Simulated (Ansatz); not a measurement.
Reactions of C$_{8}$H$_{17}$Cl (`CCCCCCCCCl`).

Computed with Ansatz on PBE0-D4/def2-TZVP structures; ΔE is electronic, products minus reactants. CBS: MP2 limit from def2 TZ/QZ plus the TZ coupled-cluster correction, frozen cores. This one scheme is used for every species, atoms too. For atomizations the MP2-based limit and the directly extrapolated one differ by several kJ/mol either way, and by 10 to 25 for some Ge, Se and Sn compounds, so smaller differences from it don't rank the levels. DFT in def2-TZVPP. No spin–orbit coupling; open shells (•) take unrestricted orbitals. Spin–orbit coupling would lower the free atoms: a little for C, Cl. For Br outer-core shells are correlated without core-valence functions, so the limit isn't a true one: a few kJ/mol of doubt a bond, and 10 to 20 or more in all where bonds break to atoms. Scalar relativity is left out up to krypton. Each species was taken in one conformer, which may not be the lowest.

```csv
reaction,PBE-D4 (eV),B2PLYP (eV)
`CCCCCCCCCl` + `CCCCO` → `CCCCCCCCCCO` + `CCCl`,0.06,0.13
`CCCCCCCCCl` + `CCCCCS` → `CCCCCSCCCCC` + `CCCCl`,-0.05,0.06
`CCCCCCCCCl` + `C=CC` → `C=CCCCl` + `CCCCCCC`,0.03,0.03
`CCCCCCCCCl` + `CC#N` → `CCCCC#N` + `CCCCCCl`,-0.03,-0.04
`CCCCCCCCCl` + `CCCCO` → `CCCCCCCCO` + `CCCCCl`,0.01,0.04
`CCCCCCCCCl` + H₂ → `CCCCCCCC` + HCl,-0.72,-0.79
`CCCCCCCCCl` + HCl → `ClCCCCl` + `CCCCC`,0.16,0.16
`CCCCCCCCCl` + HBr → `CCCCCCCBr` + `CCl`,0.14,0.15
`CCCCCCCCCl` → 8 C• + Cl• + 17 H•,108.55,105.52
`CCCCCCCCCl` + `CCOC=O` → `CCOC(=O)CCCCl` + `CCCCC`,-0.34,-0.32
```

Task: Give the CCSD(T)/CBS values in the same order. (Best estimate.)

Result: Computed: 0.06, 0.01, 0.04, -0.03, 0.03, -0.76, 0.24, 0.16, 106.59, -0.32 eV.

Largest T1 diagnostic: 0.014, for `CCOC=O`.
